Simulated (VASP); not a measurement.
# Pd (Fm-3m) in VASP: notebook

One crystal, Pd, is run at these levels: LDA, PBEsol, PBE+D3(BJ), rev-vdW-DF2, RPBE; tasks: band structure.

Program: VASP 6.6.1. These are calculated values, not measurements. Logs are shortened: lines on timing, memory, paths and dates and some standing lists are left out, and cuts for length are marked.

### Step 1. The crystal as given

It takes space group Fm-3m (No. 225, cubic). Conventional cell: a = 3.841 Å, b = 3.841 Å, c = 3.841 Å, α = 90.00°, β = 90.00°, γ = 90.00°. Pd (site symmetry m-3m) has 12 Pd at 2.72 Å as nearest neighbours.

### Step 2. Band structure, LDA

INCAR

```
ALGO = Normal ; EDIFF = 1E-6
ENCUT = 520 ; ICORELEVEL = 1
ISIF = 2 ; ISMEAR = 1
LASPH = T ; LCHARG = F
LMAXMIX = 4 ; LREAL = F
LWAVE = F ; NBANDS = 11
NELM = 80 ; PREC = Accurate
SIGMA = 0.1
```

KPOINTS

```
k-points
0
Gamma
  16 16 16
```

POSCAR

```
Pd                                      
1.0
    0.0000000000      1.9206442572      1.9206442572
    1.9206442572      0.0000000000      1.9206442572
    1.9206442572      1.9206442572      0.0000000000
  Pd            
     1
Direct
     0.0000000000000000    0.0000000000000000    0.0000000000000000
```

KPOINTS_OPT

```
explicit points
106
Reciprocal
 0.0000000000  0.0000000000  0.0000000000 1
 0.0555555556  0.0000000000  0.0555555556 1
 0.1111111111  0.0000000000  0.1111111111 1
 0.1666666667  0.0000000000  0.1666666667 1
 0.2222222222  0.0000000000  0.2222222222 1
 0.2777777778  0.0000000000  0.2777777778 1
 0.3333333333  0.0000000000  0.3333333333 1
 0.3888888889  0.0000000000  0.3888888889 1
 0.4444444444  0.0000000000  0.4444444444 1
 0.5000000000  0.0000000000  0.5000000000 1
 0.5000000000  0.0000000000  0.5000000000 1
 0.5000000000  0.0277777778  0.5277777778 1
 0.5000000000  0.0555555556  0.5555555556 1
 0.5000000000  0.0833333333  0.5833333333 1
 0.5000000000  0.1111111111  0.6111111111 1
 0.5000000000  0.1388888889  0.6388888889 1
 0.5000000000  0.1666666667  0.6666666667 1
 0.5000000000  0.1944444444  0.6944444444 1
 0.5000000000  0.2222222222  0.7222222222 1
 0.5000000000  0.2500000000  0.7500000000 1
 0.5000000000  0.2500000000  0.7500000000 1
 0.4861111111  0.2638888889  0.7500000000 1
 0.4722222222  0.2777777778  0.7500000000 1
 0.4583333333  0.2916666667  0.7500000000 1
 0.4444444444  0.3055555556  0.7500000000 1
 0.4305555556  0.3194444444  0.7500000000 1
 0.4166666667  0.3333333333  0.7500000000 1
 0.4027777778  0.3472222222  0.7500000000 1
 0.3888888889  0.3611111111  0.7500000000 1
 0.3750000000  0.3750000000  0.7500000000 1
 0.3750000000  0.3750000000  0.7500000000 1
 0.3333333333  0.3333333333  0.6666666667 1
 0.2916666667  0.2916666667  0.5833333333 1
 0.2500000000  0.2500000000  0.5000000000 1
 0.2083333333  0.2083333333  0.4166666667 1
 0.1666666667  0.1666666667  0.3333333333 1
 0.1250000000  0.1250000000  0.2500000000 1
 0.0833333333  0.0833333333  0.1666666667 1
 0.0416666667  0.0416666667  0.0833333333 1
 0.0000000000  0.0000000000  0.0000000000 1
 0.0000000000  0.0000000000  0.0000000000 1
 0.0555555556  0.0555555556  0.0555555556 1
 0.1111111111  0.1111111111  0.1111111111 1
 0.1666666667  0.1666666667  0.1666666667 1
 0.2222222222  0.2222222222  0.2222222222 1
 0.2777777778  0.2777777778  0.2777777778 1
 0.3333333333  0.3333333333  0.3333333333 1
 0.3888888889  0.3888888889  0.3888888889 1
 0.4444444444  0.4444444444  0.4444444444 1
 0.5000000000  0.5000000000  0.5000000000 1
 0.5000000000  0.5000000000  0.5000000000 1
 0.5138888889  0.4722222222  0.5138888889 1
 0.5277777778  0.4444444444  0.5277777778 1
 0.5416666667  0.4166666667  0.5416666667 1
 0.5555555556  0.3888888889  0.5555555556 1
 0.5694444444  0.3611111111  0.5694444444 1
 0.5833333333  0.3333333333  0.5833333333 1
 0.5972222222  0.3055555556  0.5972222222 1
 0.6111111111  0.2777777778  0.6111111111 1
 0.6250000000  0.2500000000  0.6250000000 1
 0.6250000000  0.2500000000  0.6250000000 1
 0.6111111111  0.2500000000  0.6388888889 1
 0.5972222222  0.2500000000  0.6527777778 1
 0.5833333333  0.2500000000  0.6666666667 1
 0.5694444444  0.2500000000  0.6805555556 1
 0.5555555556  0.2500000000  0.6944444444 1
 0.5416666667  0.2500000000  0.7083333333 1
 0.5277777778  0.2500000000  0.7222222222 1
 0.5138888889  0.2500000000  0.7361111111 1
 0.5000000000  0.2500000000  0.7500000000 1
 0.5000000000  0.2500000000  0.7500000000 1
 0.5000000000  0.2777777778  0.7222222222 1
 0.5000000000  0.3055555556  0.6944444444 1
 0.5000000000  0.3333333333  0.6666666667 1
 0.5000000000  0.3611111111  0.6388888889 1
 0.5000000000  0.3888888889  0.6111111111 1
 0.5000000000  0.4166666667  0.5833333333 1
 0.5000000000  0.4444444444  0.5555555556 1
 0.5000000000  0.4722222222  0.5277777778 1
 0.5000000000  0.5000000000  0.5000000000 1
 0.5000000000  0.5000000000  0.5000000000 1
 0.4861111111  0.4861111111  0.5277777778 1
 0.4722222222  0.4722222222  0.5555555556 1
 0.4583333333  0.4583333333  0.5833333333 1
 0.4444444444  0.4444444444  0.6111111111 1
 0.4305555556  0.4305555556  0.6388888889 1
 0.4166666667  0.4166666667  0.6666666667 1
 0.4027777778  0.4027777778  0.6944444444 1
 0.3888888889  0.3888888889  0.7222222222 1
 0.3750000000  0.3750000000  0.7500000000 1
 0.6250000000  0.2500000000  0.6250000000 1
 0.6111111111  0.2222222222  0.6111111111 1
 0.5972222222  0.1944444444  0.5972222222 1
 0.5833333333  0.1666666667  0.5833333333 1
 0.5694444444  0.1388888889  0.5694444444 1
 0.5555555556  0.1111111111  0.5555555556 1
 0.5416666667  0.0833333333  0.5416666667 1
 0.5277777778  0.0555555556  0.5277777778 1
 0.5138888889  0.0277777778  0.5138888889 1
 0.5000000000  0.0000000000  0.5000000000 1
 0.0000000000  0.0000000000  0.0000000000 1
 0.3750000000  0.3750000000  0.7500000000 1
 0.5000000000  0.5000000000  0.5000000000 1
 0.6250000000  0.2500000000  0.6250000000 1
 0.5000000000  0.2500000000  0.7500000000 1
 0.5000000000  0.0000000000  0.5000000000 1
```

Potentials or basis: VASP PAW LDA potentials, release 64 (Pd).

Started as:

```console
> cat potpaw_LDA.64/Pd/POTCAR > POTCAR
> mpirun -np 1 vasp_std > vasp.out
```

OUTCAR:

```text
EDIFF = 1E-6
   ENCUT = 520
   ISIF = 2
   ISMEAR = 1
   LASPH = T
   LREAL = F
   NELM = 80
   PREC = Accurate

 ion  position               nearest neighbor table
   1  0.000  0.000  0.000-

  LATTYP: Found a face centered cubic cell.
 ALAT       =     3.8412885144

  Lattice vectors:

 A1 = (   0.0000000000,   1.9206442572,   1.9206442572)
 A2 = (   1.9206442572,   0.0000000000,   1.9206442572)
 A3 = (   1.9206442572,   1.9206442572,   0.0000000000)

Analysis of symmetry for initial positions (statically):
=====================================================================
 Subroutine PRICEL returns:
 Original cell was already a primitive cell.

 Routine SETGRP: Setting up the symmetry group for a
 face centered cubic supercell.

 Subroutine GETGRP returns: Found 48 space group operations
 (whereof 48 operations were pure point group operations)
 out of a pool of 48 trial point group operations.

The static configuration has the point symmetry O_h .

Analysis of symmetry for dynamics (positions and initial velocities):
=====================================================================
 Subroutine PRICEL returns:
 Original cell was already a primitive cell.

 Routine SETGRP: Setting up the symmetry group for a
 face centered cubic supercell.

 Subroutine GETGRP returns: Found 48 space group operations
 (whereof 48 operations were pure point group operations)
 out of a pool of 48 trial point group operations.

The dynamic configuration has the point symmetry O_h .

 Subroutine INISYM returns: Found 48 space group operations
 (whereof 48 operations are pure point group operations),
 and found     1 'primitive' translations

----------------------------------------------------------------------------------------

                                     Primitive cell

  volume of cell :      14.1700

  direct lattice vectors                    reciprocal lattice vectors
     0.000000000  1.920644257  1.920644257    -0.260329313  0.260329313  0.260329313
     1.920644257  0.000000000  1.920644257     0.260329313 -0.260329313  0.260329313
     1.920644257  1.920644257  0.000000000     0.260329313  0.260329313 -0.260329313

  length of vectors
     2.716201157  2.716201157  2.716201157     0.450903597  0.450903597  0.450903597

  position of ions in fractional coordinates (direct lattice)
     0.000000000  0.000000000  0.000000000

[... 81 lines left out ...]
   ISIF   =      2    stress and relaxation
   ISYM   =      2    0-nonsym 1-usesym 2-fastsym
   POTIM  = 0.5000    time-step for ionic-motion
   TEBEG  =    0.0;   TEEND  =   0.0 temperature during run
   PSTRESS=    0.0 pullay stress
   NELECT =      10.0000    total number of electrons
   NUPDOWN=      -1.0000    fix difference up-down
   EMIN   =  10.00;   EMAX   =-10.00  energy-range for DOS
   EFERMI =   0.00;   METHOD = LEGACY
   ISMEAR =     1;   SIGMA  =   0.10  broadening in eV -4-tet -1-fermi 0-gaus
   EFERMI_NEDOS =   21; number of points for ismear=-14 and -15
   IALGO  =     38    algorithm
   IMIX   =      4    mixing-type and parameters
     AMIX     =   0.40;   BMIX     =  1.00
     AMIX_MAG =   1.60;   BMIX_MAG =  1.00
  volume/ion in A,a.u.               =      14.17        95.62
  Fermi-wavevector in a.u.,A,eV,Ry     =   1.457531  2.754335 28.904184  2.124398
  Thomas-Fermi vector in A             =   2.574322
   LORBIT       =      0    0 simple, 1 ext, 2 COOP (PROOUT), +10 PAW based schemes
   GGA     = CA    functional components
   LHFCALC =     F    Hartree Fock is set to
   AEXX    =    0.0000 exact exchange contribution
   IVDW    =     0    specifies the selected vdW correction
   LEPSILON=     F    determine dielectric tensor
   LRPA    =     F    only Hartree local field effects (RPA)
 non-spin polarized calculation
 Methfessel and Paxton  Order N= 1 SIGMA  =   0.10
  energy-cutoff  :      520.00
  volume of cell :       14.17
 maximum number of plane-waves:       392
   NGX = 11   NGY = 11   NGZ = 11

 number of electron      10.0000005 magnetization

 Free energy of the ion-electron system (eV)
  ---------------------------------------------------
  ext. energy  EPLUGINS =         0.00000000
  ---------------------------------------------------
  free energy    TOTEN  =        -6.49335199 eV

  energy without entropy =       -6.49349220  energy(sigma->0) =       -6.49339873

 the core state eigenenergies are
   1-  1s -24015.6054  2s  -3501.4187  2p  -3143.3096  3s   -621.7032  3p   -503.5079
       3d   -314.5268  4s    -73.4409  4p    -39.4223

 E-fermi :  10.3229     XC(G=0): -13.7619

 val. band max:       10.3223475453   @ k =   0.5000   0.1250   0.0000
 cond. band min:      10.3284450442   @ k =   0.5000   0.3750   0.0625
 fundamental gap:      0.0060974989
 Fermi energy:        10.3228979991

 k-point     1 :       0.0000    0.0000    0.0000
  band No.  band energies     occupation
      1       2.7414      2.00000
      2       7.2456      2.00000
      3       7.2456      2.00000
      4       7.2456      2.00000
      5       9.0029      2.00000
      6       9.0029      2.00000
      7      27.4327      0.00000
      8      32.3835      0.00000
      9      32.3835      0.00000
     10      32.3835      0.00000
     11      35.9541      0.00000
[... 267 lines left out ...]
 k-point    21 :      -0.2500    0.0625    0.0000
  band No.  band energies     occupation
      1       4.7210      2.00000
      2       7.1730      2.00000
      3       7.5680      2.00000
      4       7.6151      2.00000
      5       8.9819      2.00000
      6       9.6862      2.00000
      7      24.4231      0.00000

------------------------ aborting loop because EDIFF is reached ----------------------------------------

  FORCE on cell =-STRESS in cart. coord.  units (eV):
  Direction    XX          YY          ZZ          XY          YZ          ZX
  --------------------------------------------------------------------------------------
  -------------------------------------------------------------------------------------
  Total       -0.0008994     -0.0008994     -0.0008994      0.0000000      0.0000000     -0.0000000
  in kB       -0.1016990     -0.1016990     -0.1016990      0.0000000      0.0000000     -0.0000000
  external PRESSURE =      -0.1016990 kB  Pullay stress =       0.0000000 kB

 VOLUME and BASIS-vectors are now :
 -----------------------------------------------------------------------------
  energy-cutoff  :      520.00
  volume of cell :       14.17
      direct lattice vectors                 reciprocal lattice vectors
     0.000000000  1.920644257  1.920644257    -0.260329313  0.260329313  0.260329313
     1.920644257  0.000000000  1.920644257     0.260329313 -0.260329313  0.260329313
     1.920644257  1.920644257  0.000000000     0.260329313  0.260329313 -0.260329313

 POSITION                                       TOTAL-FORCE (eV/Angst)
 -----------------------------------------------------------------------------------
      0.00000      0.00000      0.00000         0.000000      0.000000      0.000000
 -----------------------------------------------------------------------------------
    total drift:                                0.000000     -0.000000     -0.000000

  FREE ENERGIE OF THE ION-ELECTRON SYSTEM (eV)
  ---------------------------------------------------
  free  energy   TOTEN  =        -6.4933519929 eV

  energy  without entropy=       -6.4934921982  energy(sigma->0) =       -6.49339873
```

It took 14 s on 1 thread of Intel Xeon Platinum 8488C (Sapphire Rapids), shared host; peak memory 0.14 GiB.

What came out:

| Property | Result |
| --- | --- |
| Free energy | -6.4934 eV |
| Pressure | 0.0 GPa |
| Band gap along the path | none (metal or under the smearing width) |

Levels at the corners of the path, in eV from the Fermi level:
| point | band 3 | band 4 | band 5 | band 6 | band 7 | band 8 |
| --- | --- | --- | --- | --- | --- | --- |
| Γ | -3.08 | -3.08 | -1.32 | -1.32 | 17.11 | 22.06 |
| X | -0.05 | 0.31 | 0.31 | 3.22 | 11.12 | 13.26 |
| X | -0.05 | 0.31 | 0.31 | 3.22 | 11.12 | 13.26 |
| W | -3.66 | -1.44 | 0.31 | 9.04 | 9.04 | 10.57 |
| W | -3.66 | -1.44 | 0.31 | 9.04 | 9.04 | 10.57 |
| K | -2.16 | -1.03 | -0.19 | 7.23 | 8.18 | 11.13 |
| K | -2.16 | -1.03 | -0.19 | 7.23 | 8.18 | 11.13 |
| Γ | -3.08 | -3.08 | -1.32 | -1.32 | 17.11 | 22.06 |
| Γ | -3.08 | -3.08 | -1.32 | -1.32 | 17.11 | 22.06 |
| L | -3.12 | -0.03 | -0.03 | 0.83 | 7.56 | 16.49 |
| L | -3.12 | -0.03 | -0.03 | 0.83 | 7.56 | 16.49 |
| U | -2.16 | -1.03 | -0.19 | 7.23 | 8.18 | 11.13 |
| U | -2.16 | -1.03 | -0.19 | 7.23 | 8.18 | 11.13 |
| W | -3.66 | -1.44 | 0.31 | 9.04 | 9.04 | 10.57 |
| W | -3.66 | -1.44 | 0.31 | 9.04 | 9.04 | 10.57 |
| L | -3.12 | -0.03 | -0.03 | 0.83 | 7.56 | 16.49 |
| L | -3.12 | -0.03 | -0.03 | 0.83 | 7.56 | 16.49 |
| K | -2.16 | -1.03 | -0.19 | 7.23 | 8.18 | 11.13 |
| U | -2.16 | -1.03 | -0.19 | 7.23 | 8.18 | 11.13 |
| X | -0.05 | 0.31 | 0.31 | 3.22 | 11.12 | 13.26 |

Core levels (eV, on the scale of the bands):
```
atom                                                                                    levels
1 Pd  1s -24015.6, 2s -3501.4, 2p -3143.3, 3s -621.7, 3p -503.5, 3d -314.5, 4s -73.4, 4p -39.4
```

### Step 3. Band structure, PBEsol

This run uses another cell than the first one, of 14.53 Å³/atom, 1.025 times its volume.

INCAR

```
SYSTEM = Pd
ALGO = Normal
EDIFF = 1E-7
ENCUT = 520
GGA = PS
ICORELEVEL = 1
ISIF = 2
ISMEAR = 1
LASPH = .True.
LCHARG = .False.
LMAXMIX = 4
LREAL = .False.
LWAVE = .False.
NBANDS = 11
NELM = 80
PREC = Accurate
SIGMA = 0.1
```

KPOINTS

```
k-points
0
Gamma
  16 16 16
  0 0 0
```

POSCAR

```
Pd                                      
1.0
    0.0000000000      1.9367489731      1.9367489731
    1.9367489731      0.0000000000      1.9367489731
    1.9367489731      1.9367489731      0.0000000000
  Pd            
     1
Direct
     0.0000000000000000    0.0000000000000000    0.0000000000000000
```

KPOINTS_OPT is that of step 2.

Potentials or basis: VASP PAW PBE potentials, release 64 (Pd).

Started as:

```console
> cat potpaw_PBE.64/Pd/POTCAR > POTCAR
> mpirun -np 1 vasp_std > vasp.out
```

Run time: 20 s. Hardware: 1 thread of Intel Xeon Platinum 8488C (Sapphire Rapids), shared host; peak memory 0.15 GiB.

Results (log left out):

```yaml
Free_energy: -5.9596 eV
Pressure: 0.0 GPa
Band_gap_along_the_path: none (metal or under the smearing width)
```

Levels at the corners of the path, in eV from the Fermi level:
```
point  band 2  band 3  band 4  band 5  band 6  band 7  band 8  band 9
    Γ   -2.94   -2.94   -2.94   -1.26   -1.26   17.11   21.97   21.97
    X   -5.27   -0.05    0.29    0.29    3.23   10.85   13.17   13.17
    X   -5.27   -0.05    0.29    0.29    3.23   10.85   13.17   13.17
    W   -3.51   -3.51   -1.37    0.30    8.90    8.90   10.42   11.66
    W   -3.51   -3.51   -1.37    0.30    8.90    8.90   10.42   11.66
    K   -4.30   -2.06   -0.99   -0.18    7.10    8.07   10.89   15.94
    K   -4.30   -2.06   -0.99   -0.18    7.10    8.07   10.89   15.94
    Γ   -2.94   -2.94   -2.94   -1.26   -1.26   17.11   21.97   21.97
    Γ   -2.94   -2.94   -2.94   -1.26   -1.26   17.11   21.97   21.97
    L   -2.98   -2.98   -0.03   -0.03    0.86    7.37   16.47   21.14
    L   -2.98   -2.98   -0.03   -0.03    0.86    7.37   16.47   21.14
    U   -4.30   -2.06   -0.99   -0.18    7.10    8.07   10.89   15.94
    U   -4.30   -2.06   -0.99   -0.18    7.10    8.07   10.89   15.94
    W   -3.51   -3.51   -1.37    0.30    8.90    8.90   10.42   11.66
    W   -3.51   -3.51   -1.37    0.30    8.90    8.90   10.42   11.66
    L   -2.98   -2.98   -0.03   -0.03    0.86    7.37   16.47   21.14
    L   -2.98   -2.98   -0.03   -0.03    0.86    7.37   16.47   21.14
    K   -4.30   -2.06   -0.99   -0.18    7.10    8.07   10.89   15.94
    U   -4.30   -2.06   -0.99   -0.18    7.10    8.07   10.89   15.94
    X   -5.27   -0.05    0.29    0.29    3.23   10.85   13.17   13.17
```

Core levels (eV, on the scale of the bands):
| atom | levels |
| --- | --- |
| 1 Pd | 1s -24150.7, 2s -3517.1, 2p -3151.8, 3s -625.4, 3p -505.4, 3d -315.0, 4s -74.3, 4p -40.0 |

Caveat: the PAW data sets were made with another functional, which shifts forces and pressure a little.

### Step 4. Band structure, PBE+D3(BJ)

This run uses another cell than the first one, of 14.69 Å³/atom, 1.036 times its volume.

INCAR

```
SYSTEM = Pd
ALGO     = Fast           ! electronic algorithm
EDIFF    = 1E-6           ! SCF threshold, eV
ENCUT    = 520            ! plane-wave cutoff, eV
GGA      = PE             ! functional
ICORELEVEL= 1            
ISIF     = 2              ! what is computed and relaxed
ISMEAR   = 1              ! smearing method
IVDW     = 12             ! dispersion correction
LASPH    = .True.         ! aspherical terms in the spheres
LCHARG   = .False.        ! write CHGCAR
LMAXMIX  = 4              ! l up to which the mixer works
LREAL    = .False.        ! projectors in reciprocal space
LWAVE    = .False.        ! write WAVECAR
NBANDS   = 11             ! bands
NELM     = 80             ! most SCF steps
PREC     = Accurate       ! precision mode
SIGMA    = 0.1            ! smearing width, eV
```

KPOINTS is that of step 3.

POSCAR

```
Pd                                      
1.0
    0.0000000000      1.9437272969      1.9437272969
    1.9437272969      0.0000000000      1.9437272969
    1.9437272969      1.9437272969      0.0000000000
  Pd            
     1
Direct
     0.0000000000000000    0.0000000000000000    0.0000000000000000
```

KPOINTS_OPT

```
explicit points
156
Reciprocal
 0.0000000000  0.0000000000  0.0000000000 1
 0.0357142857  0.0000000000  0.0357142857 1
 0.0714285714  0.0000000000  0.0714285714 1
 0.1071428571  0.0000000000  0.1071428571 1
 0.1428571429  0.0000000000  0.1428571429 1
 0.1785714286  0.0000000000  0.1785714286 1
[... 148 lines left out ...]
 0.5000000000  0.2500000000  0.7500000000 1
 0.5000000000  0.0000000000  0.5000000000 1
```

Started as:

```console
> cat potpaw_PBE.64/Pd/POTCAR > POTCAR
> mpirun -np 1 vasp_std > vasp.out
```

Run time: 18 s. Hardware: 1 thread of Intel Xeon Platinum 8488C (Sapphire Rapids), shared host; peak memory 0.16 GiB.

It converged, with:

* Free energy: -5.8740 eV
* Pressure: 0.0 GPa
* Band gap along the path: none (metal or under the smearing width)
* Dispersion energy per atom: -0.671 eV

Levels at the corners of the path, in eV from the Fermi level:
| point | band 3 | band 4 | band 5 | band 6 | band 7 | band 8 |
| --- | --- | --- | --- | --- | --- | --- |
| Γ | -2.86 | -2.86 | -1.24 | -1.24 | 17.18 | 21.98 |
| X | -0.06 | 0.29 | 0.29 | 3.34 | 10.81 | 13.22 |
| X | -0.06 | 0.29 | 0.29 | 3.34 | 10.81 | 13.22 |
| W | -3.41 | -1.34 | 0.29 | 8.92 | 8.92 | 10.43 |
| W | -3.41 | -1.34 | 0.29 | 8.92 | 8.92 | 10.43 |
| K | -1.99 | -0.97 | -0.17 | 7.13 | 8.11 | 10.86 |
| K | -1.99 | -0.97 | -0.17 | 7.13 | 8.11 | 10.86 |
| Γ | -2.86 | -2.86 | -1.24 | -1.24 | 17.18 | 21.98 |
| Γ | -2.86 | -2.86 | -1.24 | -1.24 | 17.18 | 21.98 |
| L | -2.91 | -0.03 | -0.03 | 0.99 | 7.35 | 16.54 |
| L | -2.91 | -0.03 | -0.03 | 0.99 | 7.35 | 16.54 |
| U | -1.99 | -0.97 | -0.17 | 7.13 | 8.11 | 10.86 |
| U | -1.99 | -0.97 | -0.17 | 7.13 | 8.11 | 10.86 |
| W | -3.41 | -1.34 | 0.29 | 8.92 | 8.92 | 10.43 |
| W | -3.41 | -1.34 | 0.29 | 8.92 | 8.92 | 10.43 |
| L | -2.91 | -0.03 | -0.03 | 0.99 | 7.35 | 16.54 |
| L | -2.91 | -0.03 | -0.03 | 0.99 | 7.35 | 16.54 |
| K | -1.99 | -0.97 | -0.17 | 7.13 | 8.11 | 10.86 |
| U | -1.99 | -0.97 | -0.17 | 7.13 | 8.11 | 10.86 |
| X | -0.06 | 0.29 | 0.29 | 3.34 | 10.81 | 13.22 |

Core levels (eV, on the scale of the bands):
```
atom                                                                                    levels
1 Pd  1s -24150.4, 2s -3516.8, 2p -3151.6, 3s -625.2, 3p -505.2, 3d -314.8, 4s -74.3, 4p -40.0
```

Caveat: pairwise dispersion overbinds metals, which lowers pressure and volume.

(Continued in part 2 of 2.)
